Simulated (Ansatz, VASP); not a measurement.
# In3Ga13O24 (Ga1.6In0.4O3, monoclinic beta-Ga2O3 type): VASP beside Ansatz, part 2 of 2

Wanted: the spread between two codes on one cell, functional and k mesh. The cell is invented: As first built, before any earlier steps moved the atoms (in the runner's words): 1x2x1 conventional cells of the Ga2O3 type (40 atoms: 24 O, 13 Ga, 3 In); Ga/In share their sites, one random draw; start lattice of Ga2O3; atoms moved at random by 0.02 A. It may not be a known or stable phase. Of the first pair: The structure shown is the start of the Ansatz relaxation below; VASP solves that cell, so the two are compared at the walk's first step.

VASP 6.6.1 and Ansatz 0.2.0.

So far: Set-up; Ansatz: relaxation, PBE.

## Step 3: VASP: single point, PBE, start cell, pair 1

Level of this step: PBE; plane waves and PAW (O, Ga_d, In_d); invented cell (VASP).

The same cell, functional, mesh and smearing now go to VASP, with its own data sets.

Lines of VASP's logs that name or quote its potential files are left out, and so is its time.

Input file INCAR:

```
SYSTEM = In3Ga13O24
PREC = Accurate
ENCUT = 520
EDIFF = 1E-06
NELM = 120
ISMEAR = -1
SIGMA = 0.01
LREAL = Auto
ALGO = Normal
GGA = PE
NBANDS = 204
LORBIT = 11
LWAVE = .FALSE.
LCHARG = .FALSE.
ISIF = 2
ISYM = 0
LASPH = .TRUE.
GGA_COMPAT = .FALSE.
EFERMI = MIDGAP
KPAR = 4
```

Input file POSCAR:

```
In3Ga13O24
1.0
   12.2140000000      0.0000000000      0.0000000000
    0.0000000000      6.0742000000      0.0000000000
   -1.3859900000      0.0000000000      5.6300100000
O Ga In
24 13 3
Direct
    0.1647113383      0.0003457245      0.1064829370
    0.3349089153      0.2522965987      0.8854158341
    0.1720265945      0.9937440321      0.5586135726
    0.3231680832      0.2492344671      0.4323082907
    0.4962681564      0.0005268183      0.2559320499
    0.9999599832      0.2482302196      0.7432313619
    0.6644935741      0.2449540680      0.1080992751
    0.8343330046      0.9973329821      0.8939770977
    0.6723302448      0.2498929900      0.5663400243
    0.8257937522      0.9996378124      0.4371928291
    0.9960393000      0.2459747786      0.2568734336
    0.5066699750      0.9949129103      0.7464462763
    0.1655014730      0.4978927266      0.1169092062
    0.3367831156      0.7460570939      0.8904602301
    0.1745175122      0.4993744032      0.5656295460
    0.3271731824      0.7521978203      0.4419175099
    0.4946098966      0.5006749860      0.2549551422
    0.0040692434      0.7460900201      0.7413485944
    0.6646410128      0.7529551217      0.1138719114
    0.8335926013      0.4973823713      0.8925028552
    0.6700029886      0.7484771657      0.5628586805
    0.8286313355      0.5022719041      0.4356475388
    0.9959094958      0.7491850779      0.2620066394
    0.5035435293      0.4989957525      0.7446523186
    0.0898490584      0.9993579401      0.7906380273
    0.4099490190      0.2485430180      0.2095378161
    0.1599982462      0.2499259162      0.3163937542
    0.3407846028      0.0034572454      0.6859668100
    0.5916001985      0.2457442955      0.7958245190
    0.6557673741      0.9932995292      0.3129479344
    0.8407726031      0.2505350499      0.6939419291
    0.0892185626      0.4979421158      0.7953271841
    0.3420630771      0.4994237924      0.6852563317
    0.5912322160      0.7517039281      0.7909222186
    0.9089476807      0.5001152415      0.2016515068
    0.6594825832      0.4971848145      0.3174772336
    0.8414248277      0.7502881038      0.6838886609
    0.9088519489      0.9934147707      0.2013850775
    0.4104422607      0.7429949623      0.2084010508
    0.1554576189      0.7524941556      0.3110118810
```

Input file KPOINTS:

```
Points of the shifted mesh
18
Reciprocal
 0.2500000000  0.0000000000  0.0000000000 1
 0.2500000000  0.0000000000  0.3333333333 1
 0.2500000000  0.0000000000  0.6666666667 1
 0.2500000000  0.3333333333  0.0000000000 1
 0.2500000000  0.3333333333  0.3333333333 1
 0.2500000000  0.3333333333  0.6666666667 1
 0.2500000000  0.6666666667  0.0000000000 1
 0.2500000000  0.6666666667  0.3333333333 1
 0.2500000000  0.6666666667  0.6666666667 1
 0.7500000000  0.0000000000  0.0000000000 1
 0.7500000000  0.0000000000  0.3333333333 1
 0.7500000000  0.0000000000  0.6666666667 1
 0.7500000000  0.3333333333  0.0000000000 1
 0.7500000000  0.3333333333  0.3333333333 1
 0.7500000000  0.3333333333  0.6666666667 1
 0.7500000000  0.6666666667  0.0000000000 1
 0.7500000000  0.6666666667  0.3333333333 1
 0.7500000000  0.6666666667  0.6666666667 1
```

The projector-augmented-wave data sets are O, Ga_d and In_d (PBE family, release 64).

The run is started by

```console
> mpirun -np 4 vasp_std
```

Numbers of over 12 decimals in the logs are rounded to 6 here.

What it wrote:

```text
[banner, memory and clock lines left out]
running    4 mpi-ranks, on    1 nodes
[...]
LDA part: xc-table for (Slater+PW92), standard interpolation
 POSCAR, INCAR and KPOINTS ok, starting setup
[...]
entering main loop
       N       E                     dE             d eps       ncg     rms          rms(c)
DAV:   1     0.752364818036E+04    0.75236E+04   -0.12935E+05  7712   0.311E+03
DAV:   2     0.183977169599E+04   -0.56839E+04   -0.53158E+04  7344   0.959E+02
DAV:   3     0.167903357445E+02   -0.18230E+04   -0.17213E+04  9008   0.368E+02
DAV:   4    -0.243900189285E+03   -0.26069E+03   -0.25489E+03  8760   0.148E+02
[...]
DAV:  17    -0.226285465279E+03    0.26537E-05   -0.22151E-05  8776   0.563E-02    0.147E-02
DAV:  18    -0.226285460835E+03    0.44439E-05   -0.21357E-05 10848   0.584E-02    0.154E-02
DAV:  19    -0.226285461122E+03   -0.28725E-06   -0.75220E-06  7736   0.315E-02
   1 F= -.22628546E+03 E0= -.22628546E+03  d E =0.000000E+00
```

OUTCAR, selected parts (step 3):

```text
  Total       65.8143831     78.6941907     70.2502580     -5.1137996     -0.1829504      0.2177626
  in kB      252.4499145    301.8541050    269.4649829    -19.6154430     -0.7017587      0.8352908
  external PRESSURE =     274.5896675 kB  Pullay stress =       0.0000000 kB

 POSITION                                       TOTAL-FORCE (eV/Angst)
 -----------------------------------------------------------------------------------
      1.86420      0.00210      0.59950         0.763932      2.892899     -2.534606
      2.86340      1.53250      4.98490        -0.053947     -0.361976      0.945781
      1.32690      6.03620      3.14500        -0.453146      2.249036      1.980588
      3.34800      1.51390      2.43390         0.686716     -0.101706      0.273617
      5.70670      0.00320      1.44090         2.243309      3.919551      0.714916
     11.18340      1.50780      4.18440         0.499564     -0.017859      0.102451
      7.96630      1.48790      0.60860         0.329768      0.300363      0.459598
      8.95150      6.05800      5.03310        -1.918251     -0.068601     -7.003280
      7.42690      1.51790      3.18850         0.434906      0.097723     -0.400767
      9.48030      6.07200      2.46140        -3.252436      0.003762      3.404087
     11.80960      1.49410      1.44620         2.808809      4.679725      0.831178
      5.15390      6.04330      4.20250        -1.006184      0.762986     -0.307589
      1.85940      3.02430      0.65820         0.800493     -2.770094     -3.268475
      2.87930      4.53170      5.01330        -1.484860      0.546717     -4.902510
[...]
-----------------------------------------------------------------------------------
    total drift:                                0.003077     -0.007375      0.004738

  FREE ENERGIE OF THE ION-ELECTRON SYSTEM (eV)
  ---------------------------------------------------
  free  energy   TOTEN  =      -226.2854611223 eV

  energy  without entropy=     -226.2854611223  energy(sigma->0) =     -226.28546112

[... 3 further parts left out ...]
[key lines of the parts left out:]
E-fermi :   6.1152
```

The run ends at a pressure of 27.46 GPa, with forces up to 8.3 eV/Å.

## Step 4: Comparison

Known differences besides the potentials themselves: the cutoff is 420 eV in Ansatz and 520 eV in VASP (PREC = Accurate, projectors in real space). Total energies have different zeros and are not compared.

Forces on 9 of the 40 atoms, those with the largest forces and the largest differences (eV/Å; atoms numbered as in POSCAR):

| atom | Ansatz x, y, z | VASP x, y, z |
| --- | --- | --- |
| O5 | 2.238, 3.899, 0.706 | 2.243, 3.920, 0.715 |
| O8 | -1.912, -0.067, -7.061 | -1.918, -0.069, -7.003 |
| O10 | -3.248, -0.003, 3.392 | -3.252, 0.004, 3.404 |
| O11 | 2.801, 4.673, 0.824 | 2.809, 4.680, 0.831 |
| O14 | -1.461, 0.544, -4.909 | -1.485, 0.547, -4.903 |
| O17 | 4.649, -6.795, 1.287 | 4.603, -6.732, 1.281 |
| O23 | -0.727, -5.617, 0.325 | -0.758, -5.600, 0.320 |
| In38 | -1.879, 1.347, 1.885 | -1.865, 1.315, 1.817 |
| In39 | -2.418, 2.668, -0.108 | -2.359, 2.570, -0.104 |

The forces differ by 20 meV/Å r.m.s., which is 1.1 % of the r.m.s. force of 1.732 eV/Å (both taken over all components).

## Step 5: Ansatz: relaxation, PBE

This run makes the geometry at which the two programs are then compared. The cell compared in this pair holds 463.51 Å³, against 417.69 Å³ for the pair before.

The structure compared here is the end of the Ansatz relaxation.

Input file input.yaml:

```yaml
crystal:
  lattice:
    - [12.214, 0.0, 0.0]
    - [0.0, 6.0742, 0.0]
    - [-1.38599, 0.0, 5.63001]
  atoms:
    - { symbol: O, position: [0.16471, 0.00035, 0.10649] }
    - { symbol: O, position: [0.33491, 0.25229, 0.88542] }
    - { symbol: O, position: [0.17203, 0.99374, 0.55862] }
    - { symbol: O, position: [0.32317, 0.24923, 0.4323] }
    - { symbol: O, position: [0.49627, 0.00052, 0.25594] }
    - { symbol: O, position: [0.99996, 0.24823, 0.74323] }
    - { symbol: O, position: [0.66449, 0.24496, 0.1081] }
    - { symbol: O, position: [0.83433, 0.99734, 0.89397] }
    - { symbol: O, position: [0.67233, 0.24989, 0.56634] }
    - { symbol: O, position: [0.82579, 0.99963, 0.43719] }
    - { symbol: O, position: [0.99604, 0.24597, 0.25687] }
    - { symbol: O, position: [0.50667, 0.99491, 0.74645] }
    - { symbol: O, position: [0.1655, 0.49789, 0.11691] }
    - { symbol: O, position: [0.33678, 0.74605, 0.89046] }
    - { symbol: O, position: [0.17452, 0.49938, 0.56563] }
    - { symbol: O, position: [0.32717, 0.7522, 0.44191] }
    - { symbol: O, position: [0.49461, 0.50067, 0.25495] }
    - { symbol: O, position: [0.00407, 0.74609, 0.74134] }
    - { symbol: O, position: [0.66464, 0.75296, 0.11387] }
    - { symbol: O, position: [0.83359, 0.49738, 0.8925] }
    - { symbol: O, position: [0.67, 0.74847, 0.56285] }
    - { symbol: O, position: [0.82863, 0.50227, 0.43564] }
    - { symbol: O, position: [0.99591, 0.74918, 0.26201] }
    - { symbol: O, position: [0.50354, 0.499, 0.74465] }
    - { symbol: Ga, position: [0.08985, 0.99935, 0.79064] }
    - { symbol: Ga, position: [0.40995, 0.24854, 0.20954] }
    - { symbol: Ga, position: [0.16, 0.24992, 0.31639] }
    - { symbol: Ga, position: [0.34078, 0.00346, 0.68596] }
    - { symbol: Ga, position: [0.5916, 0.24575, 0.79583] }
    - { symbol: Ga, position: [0.65577, 0.9933, 0.31294] }
    - { symbol: Ga, position: [0.84077, 0.25054, 0.69395] }
    - { symbol: Ga, position: [0.08922, 0.49795, 0.79533] }
    - { symbol: Ga, position: [0.34206, 0.49942, 0.68525] }
    - { symbol: Ga, position: [0.59123, 0.75171, 0.79093] }
    - { symbol: Ga, position: [0.90895, 0.50012, 0.20165] }
    - { symbol: Ga, position: [0.65948, 0.49718, 0.31747] }
    - { symbol: Ga, position: [0.84142, 0.75029, 0.68388] }
    - { symbol: In, position: [0.90885, 0.99342, 0.20138] }
    - { symbol: In, position: [0.41044, 0.74299, 0.20841] }
    - { symbol: In, position: [0.15546, 0.75249, 0.31102] }
kpoints:
  mp_grid: { grid: [2, 3, 3], shift: [0.5, 0.0, 0.0] }
hamiltonian:
  xc: pbe
scf:
  occupations: { method: fermi_dirac, width: 0.01 }
output:
  forces: true
  stress: true
relax:
  f_tol: 0.02
  max_steps: 45
  cell: { stress_tol: 0.1 }
```

The run is started by

```console
> ansatz run input.yaml --threads 8 --pin off --max-ram 15360MiB --backend cpu --events-out ev --progress --plain --runs-dir out
```

What it wrote:

```text
[...]
Crystal: 40 atoms, lattice volume = 417.692 Å³
Basis set: ecut = 420 eV, 8175 PW (Γ), exchange–correlation on 180×90×80 points (8 copies of the dense FFT grid, shifted against one another)
Bands: 216, of which v1, the nominal top of the filled ones, is band 176 counted from 1 (175 counted from 0)
Symmetry: 1 space group operations
[...]
- { symbol: Ga, position: [0.342817, 0.496744, 0.691813] }
    - { symbol: Ga, position: [0.591395, 0.747016, 0.797740] }
    - { symbol: Ga, position: [0.903674, 0.498733, 0.198208] }
    - { symbol: Ga, position: [0.659962, 0.493718, 0.316659] }
    - { symbol: Ga, position: [0.838410, 0.745682, 0.680501] }
    - { symbol: In, position: [0.903066, 1.009721, 0.198622] }
    - { symbol: In, position: [0.415239, 0.747734, 0.205114] }
    - { symbol: In, position: [0.157729, 0.746454, 0.314943] }
[key lines of the parts left out:]
SCF converged after 5 iterations
Free energy (F): -79600.910878 eV
Fermi energy:    8.463397 eV
P = ⅓ Tr σ = 0.0194 GPa (0.194 kbar)
```

## Step 6: VASP: single point, PBE, relaxed cell, pair 2

The same cell, functional, mesh and smearing now go to VASP, with its own data sets.

INCAR, as its differences from that of step 3:

```diff
@@ -2,3 +2,3 @@
 PREC = Accurate
-ENCUT = 520
+ENCUT = 600
 EDIFF = 1E-06
```

Input file POSCAR:

```
In3Ga13O24
1.0
   12.5953140000      0.0130300000     -0.0033860000
    0.0064800000      6.3051330000     -0.0030840000
   -1.4308200000     -0.0043370000      5.8369290000
O Ga In
24 13 3
Direct
    0.1598600000      0.0155200000      0.0988700000
    0.3440600000      0.2470800000      0.8920900000
    0.1732500000      0.0154400000      0.5691700000
    0.3274400000      0.2466500000      0.4338900000
    0.5036200000      0.0185400000      0.2687900000
    0.9984000000      0.2472800000      0.7369300000
    0.6699600000      0.2463800000      0.1095900000
    0.8270200000      0.9963500000      0.8645000000
    0.6731100000      0.2546100000      0.5687200000
    0.8173300000      0.9962700000      0.4474600000
    0.0000200000      0.2718900000      0.2577200000
    0.5072200000      0.9979200000      0.7525700000
    0.1682500000      0.4826700000      0.0947700000
    0.3292300000      0.7509400000      0.8744000000
    0.1763700000      0.4822000000      0.5735300000
    0.3319500000      0.7491500000      0.4610800000
    0.5034300000      0.4767500000      0.2640700000
    0.0055900000      0.7480800000      0.7471900000
    0.6583900000      0.7478400000      0.1137600000
    0.8362100000      0.4989200000      0.8851100000
    0.6706600000      0.7412600000      0.5649100000
    0.8237300000      0.4979300000      0.4323800000
    0.9884200000      0.7353300000      0.2602100000
    0.5057800000      0.4981500000      0.7535700000
    0.0873300000      0.0031500000      0.7899500000
    0.4102000000      0.2481200000      0.2060600000
    0.1602200000      0.2525700000      0.3128200000
    0.3431800000      0.0011700000      0.6877000000
    0.5911200000      0.2484700000      0.7995100000
    0.6583800000      0.0015300000      0.3163000000
    0.8363700000      0.2491900000      0.6826300000
    0.0870900000      0.4918800000      0.7903500000
    0.3428200000      0.4967400000      0.6918100000
    0.5913900000      0.7470200000      0.7977400000
    0.9036700000      0.4987300000      0.1982100000
    0.6599600000      0.4937200000      0.3166600000
    0.8384100000      0.7456800000      0.6805000000
    0.9030700000      0.0097200000      0.1986200000
    0.4152400000      0.7477300000      0.2051100000
    0.1577300000      0.7464500000      0.3149400000
```

KPOINTS is that of step 3.

The run is started by

```console
> mpirun -np 4 vasp_std
```

What it wrote:

```text
[... set-up lines as in an earlier step ...]
 entering main loop
       N       E                     dE             d eps       ncg     rms          rms(c)
DAV:   1     0.779582955820E+04    0.77958E+04   -0.14226E+05  7784   0.328E+03
DAV:   2     0.197308541873E+04   -0.58227E+04   -0.54308E+04  7344   0.103E+03
DAV:   3     0.559008912009E+02   -0.19172E+04   -0.18028E+04  8992   0.385E+02
DAV:   4    -0.243786428539E+03   -0.29969E+03   -0.29174E+03  8724   0.157E+02
[...]
DAV:  17    -0.233801679753E+03   -0.42097E-05   -0.11293E-04  8552   0.699E-02    0.143E-02
DAV:  18    -0.233801678887E+03    0.86592E-06   -0.25366E-05 10744   0.597E-02    0.715E-03
DAV:  19    -0.233801678118E+03    0.76969E-06   -0.33127E-06  5848   0.233E-02
   1 F= -.23380168E+03 E0= -.23380168E+03  d E =0.000000E+00
```

Parts of OUTCAR (step 6):

```text
  Total        1.0137975      1.3416181      1.0811611      0.0033864     -0.0205990      0.0528800
  in kB        3.5043165      4.6374688      3.7371672      0.0117056     -0.0712029      0.1827863
  external PRESSURE =       3.9596509 kB  Pullay stress =       0.0000000 kB

 POSITION                                       TOTAL-FORCE (eV/Angst)
 -----------------------------------------------------------------------------------
      1.87212      0.09951      0.57651         0.016493     -0.006268     -0.012461
      3.05872      1.55849      5.20514        -0.012710      0.000129      0.015372
      1.36786      0.09714      3.32157        -0.007889     -0.002322     -0.013493
      3.50499      1.55755      2.53072         0.008791      0.002276      0.013338
      5.95878      0.12229      1.56715         0.003514      0.013324      0.005412
     11.52235      1.56895      4.29726        -0.015288      0.000412     -0.009467
      8.28315      1.56171      0.63664         0.030619      0.003993     -0.012795
      9.18609      6.28915      5.04015        -0.025760     -0.000612     -0.001681
      7.66595      1.61165      3.31651        -0.011766     -0.002690     -0.009942
      9.66075      6.29032      2.60595         0.013765      0.000827      0.008835
     -0.36674      1.71319      1.50345         0.005397      0.011277      0.006911
      5.31827      6.29536      4.38790        -0.004221      0.001828     -0.002969
      1.98669      3.04508      0.55111         0.023864      0.008663     -0.012769
      2.90051      4.73527      5.10038        -0.027514      0.001476     -0.002808
[...]
-----------------------------------------------------------------------------------
    total drift:                               -0.005576     -0.011395      0.003599

  FREE ENERGIE OF THE ION-ELECTRON SYSTEM (eV)
  ---------------------------------------------------
  free  energy   TOTEN  =      -233.8016781177 eV

  energy  without entropy=     -233.8016781177  energy(sigma->0) =     -233.80167812

[... 1 part as in an earlier step ...]

[... 2 further parts left out ...]
[key lines of the parts left out:]
E-fermi :   4.5970
```

The run ends at a pressure of 0.40 GPa, with forces up to 0.033 eV/Å.

## Step 7: Comparison

What differs besides the data sets and the points named for the pairs above, as far as they apply: the cutoff is 420 eV in Ansatz and 600 eV in VASP (PREC = Accurate, projectors in real space); Ansatz's pressure holds a Pulay correction, VASP's none. Total energies have different zeros and are not compared.

Both answers:

| quantity | Ansatz | VASP | difference |
| --- | --- | --- | --- |
| pressure (GPa) | 0.02 | 0.40 | -0.38 |
| gap on the k mesh (eV) | 1.882 | 1.868 | +0.014 |

At this near-relaxed geometry the largest component of a force difference is 30 meV/Å. A gap on the mesh is an upper bound, since the band edges may lie between its points.

## Step 8: Outcome

```yaml
r_m_s_force_difference_single_point_pbe_start_cell_pair_1: 1.1 % of the r.m.s. force
difference_in_gap_on_the_k_mesh_single_point_pbe_relaxed_cell_pair_2: 0.014 eV
r_m_s_force_difference_single_point_pbe_relaxed_cell_pair_2: 9.9 meV/Å
```

What this shows: The r.m.s. force difference is 9.9 meV/Å (single point, PBE, relaxed cell, pair 2), within the 12 meV/Å picked in this series as the mark of a large difference. How closely two codes agree says nothing of how well the functional describes the real material.

[Lines on the potential files, build, host, timing and source positions are cut from VASP's logs without a mark.]

[Logs are printed without paths, hosts, clocks, repeated set-up lines and the standing remarks that a program may print on its own settings, such as how far it seeks lower states.]

[Hosts, paths, dates, database ids (printed as entryN), source tags and the programs' standing remarks are cut or masked in the printed files.]
